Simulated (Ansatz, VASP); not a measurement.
## One calculation of W, two programs

```xyz
1
Lattice="0.0000 2.0186 2.0186 2.0186 0.0000 2.0186 2.0186 2.0186 0.0000" Properties=species:S:1:pos:R:3 pbc="T T T"
W     0.0000    0.0000    0.0000
```

Alike in both runs: functional PBE; k mesh 18 × 18 × 18; occupations gaussian, width 0.1 eV; no spin polarisation.

Ansatz relaxed the structure, and its values are those at the end. VASP's run is a single point on that final structure, the one shown.

```csv
,VASP,Ansatz
version,VASP 6.6.1,Ansatz 0.2.0
potentials or method,"VASP PAW PBE potentials, release 64 (W_sv)","scalar-relativistic, plane waves, PAW"
plane-wave cutoff (eV),520,420
valence electrons in the cell,14,14
```

```csv
,VASP,Ansatz,Ansatz less VASP
gap on the k mesh at the Fermi level (eV),none,none,-
pressure (GPa),0.5,0.0,-0.46
```

A gap of «none» marks a metal or a gap that the smearing closes. The functional is the same, so the differences come from potentials, cutoffs and numerics.

The runs have no spin-orbit coupling, so splittings on W are missing.
